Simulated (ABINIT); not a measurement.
# Quasiparticle gap of GaN (P6_3mc) in ABINIT, part 3 of 3

Wanted: ground state, empty states, screening and self-energy for GaN (P6_3mc).

ABINIT 10.8.3; PBE and many-body steps on it, plane waves. Known limits of the many-body steps: not at the basis limit; no spin-orbit coupling; coarse k mesh.

So far. Step 4 (Empty states on the mesh, 3×3×2 mesh, 66 bands): On this mesh the gap is 1.919 eV. Step 5 (Screening, 3×3×2 mesh, 60 bands, screening to 108.8 eV): Local fields lower ε∞ by 7 %. On a Γ-centred mesh this coarse the value itself is usually too large, while a short band sum pulls it down.

The database entry behind the starting cell has ideal inner coordinates that were not refined, so it need not match the best structure at ambient conditions.

**6. Self-energy, 3×3×2 mesh, 60 bands, screening to 108.8 eV**

The self-energy is evaluated for the states that the input lists, and the levels follow from it, in one-shot runs by the linearised quasiparticle equation.

This step: G0W0 on PBE, plane waves, norm-conserving pseudopotentials.

run.abi reads:

```
acell 3*1.0 Angstrom
rprim 
  3.190000000016 -0.000000000004 0.000000000000
  -1.595000000005 2.762621038088 0.000000000000
  0.000000000000 0.000000000000 5.189000000000
ntypat 2
znucl 31 7
natom 4
typat 1 1 2 2
xred 
  0.666666666667 0.333333333333 0.000000000000
  0.333333333333 0.666666666667 0.500000000000
  0.666666666667 0.333333333333 0.375000000000
  0.333333333333 0.666666666667 0.875000000000
pp_dirpath "pseudos"
pseudos "Ga.upf, N.upf"
ecut 45
ngkpt 3 3 2
nshiftk 1
shiftk 0 0 0
kptopt 1
chksymbreak 0
istwfk *1
occopt 1
irdwfk 1
optdriver 4
nband 60
gwcalctyp 0
ecutsigx 45
symsigma 1
nkptgw 1
kptgw 
  0.0000000000 0.0000000000 0.0000000000
bdgw 
  25 28
ecuteps 4
irdscr 1
ppmodel 1
indata_prefix "in"
outdata_prefix "out"
tmpdata_prefix "tmp"
```

Launch:

```bash
$ OMP_NUM_THREADS=1 mpirun -n 4 abinit run.abi > log
```

Numbers of over 12 decimals in the logs are rounded to 6 here.

The program printed:

```text
.Version 10.8.3 of ABINIT. v10.8.2 released Aug 2026.

 Symmetries : space group P6_3 m c (#186); Bravais hP (primitive hexag.)
[... echo of the input left out ...]
== DATASET  1 ==================================================================
-   mpi_nproc: 4, omp_nthreads: 1 (-1 if OMP is not activated)

--- !DatasetInfo
iteration_state: {dtset: 1, }
dimensions: {natom: 4, nkpt: 6, mband: 60, nsppol: 1, nspinor: 1, nspden: 1, mpw: 4506, }
cutoff_energies: {ecut:  45.0, pawecutdg:  -1.0, }
electrons: {nelect:   5.20000000E+01, charge:   0.00000000E+00, occopt:   1.00000000E+00, tsmear:   1.00000000E-02, }

 SIGMA: Calculation of the GW corrections

 Based on a program developped by R.W. Godby, V. Olevano, G. Onida, and L. Reining.
 Incorporated in ABINIT by V. Olevano, G.-M. Rignanese, and M. Torrent.
.Using double precision arithmetic ; gwpc =  8

[... cell and pseudopotentials left out ...]
--------------------------------------------------------------------------------

 ==== K-mesh for the wavefunctions ====
 Number of points in the irreducible wedge :     6
[... list of points left out ...]
 Together with 12 symmetry operations and time-reversal symmetry
 yields    18 points in the full Brillouin Zone.

 ==== Q-mesh for screening function ====
 Number of points in the irreducible wedge :     6
[... list of points left out ...]
 Together with 12 symmetry operations and time-reversal symmetry
 yields    18 points in the full Brillouin Zone.

 vcoul_init : cutoff-mode = AUXILIARY_FUNCTION
 q-points for optical limit:   1
     1)      0.000010    0.000020    0.000030
 setmesh: FFT mesh size selected  =    32x   32x   60
          total number of points  =        61440

 Number of electrons calculated from density =   52.0000; Expected =   52.0000
 average of density, n =  0.168504
 r_s =    1.1231
 omega_plasma =   39.5969 [eV]

 === KS Band Gaps ===
  >>>> For spin  1
   Minimum direct gap =   1.9190 [eV], located at k-point      :   0.0000  0.0000  0.0000
   Fundamental gap    =   1.9190 [eV], Top of valence bands at :   0.0000  0.0000  0.0000
                                       Bottom of conduction at :   0.0000  0.0000  0.0000
 SIGMA fundamental parameters:
 PLASMON POLE MODEL  1
 number of plane-waves for SigmaX                 4427
 number of plane-waves for SigmaC and W            111
 number of plane-waves for wavefunctions          4427
 number of bands                                    60
 number of independent spin polarizations            1
 number of spinorial components                      1
 number of k-points in IBZ                           6
 number of q-points in IBZ                           6
 number of symmetry operations                      12
 number of k-points in BZ                           18
 number of q-points in BZ                           18
 number of frequencies for dSigma/dE                 9
 frequency step for dSigma/dE [eV]                0.25
 number of omega for Sigma on real axis              0
 max omega for Sigma on real axis  [eV]           0.00
 zcut for avoiding poles [eV]                     0.10

 EPSILON^-1 parameters (SCR file):
 dimension of the eps^-1 matrix on file            111
 dimension of the eps^-1 matrix used               111
 number of plane-waves for wavefunctions          4427
 number of bands                                    60
 number of q-points in IBZ                           6
 number of frequencies                               2
 number of real frequencies                          1
 number of imag frequencies                          1

 matrix elements of self-energy operator (all in [eV])

 Perturbative Calculation

--- !SelfEnergy_ee
iteration_state: {dtset: 1, }
kpoint     : [   0.000,    0.000,    0.000, ]
spin       : 1
KS_gap     :    1.919
QP_gap     :    2.619
Delta_QP_KS:    0.700
data: !SigmaeeData |
     Band     E0 <VxcDFT>   SigX SigC(E0)      Z dSigC/dE  Sig(E)    E-E0       E
       25   6.903 -19.100 -22.606   3.885   0.796  -0.257 -18.798   0.301   7.204
       26   6.903 -19.100 -22.606   3.885   0.796  -0.257 -18.798   0.301   7.204
       27   8.822 -14.182  -9.590  -3.371   0.821  -0.218 -13.180   1.002   9.824
       28  11.172 -13.937  -8.620  -3.856   0.829  -0.206 -12.725   1.212  12.384

== END DATASET(S) ==============================================================
================================================================================

 -outvars: echo values of variables after computation  --------
           etotal      0.0000000000E+00
            nband          60
             nkpt           6
          spgroup         186
 [... the other variables as echoed above ...]

 Calculation completed.
```

Elapsed: 3.2 s, on 4 MPI ranks of Arm Neoverse V1, shared host; peak memory 0.56 GiB; 13 s of CPU time.

Numbers from this step:

- G0W0 gap on the points computed: 2.62 eV
- starting gap on the mesh: 1.919 eV
- k of the valence top: 0, 0, 0
- k of the conduction bottom: 0, 0, 0
- Z at the valence top: 0.796
- Z at the conduction bottom: 0.821
- least direct G0W0 gap on the computed points: 2.62 eV

The gap on the mesh goes from 1.92 eV to 2.62 eV, a correction of +0.70 eV.

Limits: finite bands, cutoff and mesh; no spin-orbit coupling; coarse k mesh. v1 is the top filled band, c1 the lowest empty one. Levels before and after the correction, in eV, zero at the valence-band top of each column:

```tsv
	conduction bottom	valence top
Kohn-Sham	1.92	0.00
G0W0	2.62	0.00
```

```tsv
	level	energy (eV)
Kohn-Sham	Γ v2-v1	0.000
Kohn-Sham	Γ c1	1.919
Kohn-Sham	Γ c2	4.269
G0W0	Γ v2-v1	0.000
G0W0	Γ c1	2.620
G0W0	Γ c2	5.180
```

**7. Where the time went**

Times are wall times on 4 MPI ranks of Arm Neoverse V1, shared host, good to a factor of about two.

```tsv
step	time	share	memory (GiB)
ground state	43 s	33 %	0.35
bands along the symmetry lines	56 s	44 %	0.43
empty states on the mesh	15 s	12 %	0.29
screening	11 s	8 %	0.62
self-energy	3.2 s	3 %	0.56
```

**8. Summary of results**

| Item | Value |
| --- | --- |
| PBE gap | 1.92 eV, direct |
| G0W0 gap on the mesh | 2.62 eV |
| GW settings | 3×3×2 mesh, 60 bands, screening to 108.8 eV, Godby-Needs plasmon pole |
| known limits | not at the basis limit; no spin-orbit coupling; coarse k mesh |

G0W0 moves the gap on the mesh from 1.92 eV to 2.62 eV (+0.70 eV), with Z of 0.80 and 0.82 at the edges. Local fields lower the RPA ε∞ on this mesh from 10.59 to 9.89; a Γ-centred mesh this coarse tends to raise both, most where the direct gap is narrow, while a short band sum lowers them. Only 1 of the mesh's irreducible points was corrected, so a valley elsewhere could overtake. Bands and cutoff are finite, so the gap is not at the basis limit. The miss can reach some tenths of an eV and take either sign; the mesh is an error of its own. In the G0W0 run levels were corrected at 1 k point alone, so a gap called «on the mesh» is the least over those, and an edge elsewhere would be missed. The 3×3×2 mesh is coarse for this cell, which bears on the long-range parts of exchange and screening. The many-body steps are scalar-relativistic: spin-orbit coupling is not in them.

[Paths, hosts, dates, memory and timing lines, banners, echoed tables and standing remarks are left out of the program output.]

[Logs are printed without paths, hosts, clocks, repeated set-up lines and the standing remarks that a program may print on its own settings, such as how far it seeks lower states.]

[Runs of the session that timed out or met a known fault of the program may be left out.]

[Hosts, paths, dates, database ids (printed as entryN), source tags and the programs' standing remarks are cut or masked in the printed files.]

[G0W0 gaps are taken among the corrected bands and points alone; a level outside them can change the order at an edge.]

[Where Ansatz stands beside ABINIT at settings called matched, ABINIT's density can come from a denser mesh and the files from another edition; pairs whose starting gaps differed by over 0.03 eV were left out, so agreement reads better than it is.]
